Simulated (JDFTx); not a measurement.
**ZnS under changes of volume**

One of the cells (19.727 Å³/atom); the others are scaled copies at fixed shape and fractional positions:

```
Zn S
1.0
     0.00000    2.70200    2.70200
     2.70200    0.00000    2.70200
     2.70200    2.70200    0.00000
Zn S
1 1
Direct
  0.75000 0.75000 0.75000
  0.00000 0.00000 0.00000
```

- Program: JDFTx 1.7.0 (patched build)
- Functional: PBE
- Potentials or basis: PseudoDojo-SR-PBE-0.5-standard with smoothed tails
- Cutoff: 1143 eV
- Density cutoff: 9143 eV
- k mesh: 9 × 9 × 9
- Occupations: fermi-dirac, width 0.05 eV
- Spin: no spin polarisation

```tsv
volume (Å³/atom)	energy over the lowest point (meV/atom)	pressure (GPa)	gap on the mesh (eV)
18.543	?	?	?
18.938	17.96	5.0	2.29
19.332	7.92	3.2	2.20
19.727	2.07	1.6	2.11
20.121	0.00	0.1	2.03
20.516	1.32	-1.2	1.94
20.910	5.68	-2.3	1.86
```

**Question.** What does the run at 18.543 Å³/atom give?

**Answer.** Energy over the lowest point 32.68 meV/atom; pressure 7.0 GPa; gap on the mesh 2.39 eV.

Worked out: A Birch-Murnaghan fit of order 3 (a polynomial in V^(-2/3)) to the other rows has its minimum at 20.16 Å³/atom with B0 = V·E''(V) = 70 GPa and B' = 4.5. It gives 32.72 meV/atom at 18.543 Å³/atom, against the run's 32.68, and -dE/dV = 7.0 GPa, against 7.0. A straight line through the other rows of the gap, of slope -4.34 eV per unit of ln V (its deformation potential), extrapolates to 2.38 eV, against the run's 2.39.

Energies are extrapolated to zero smearing.
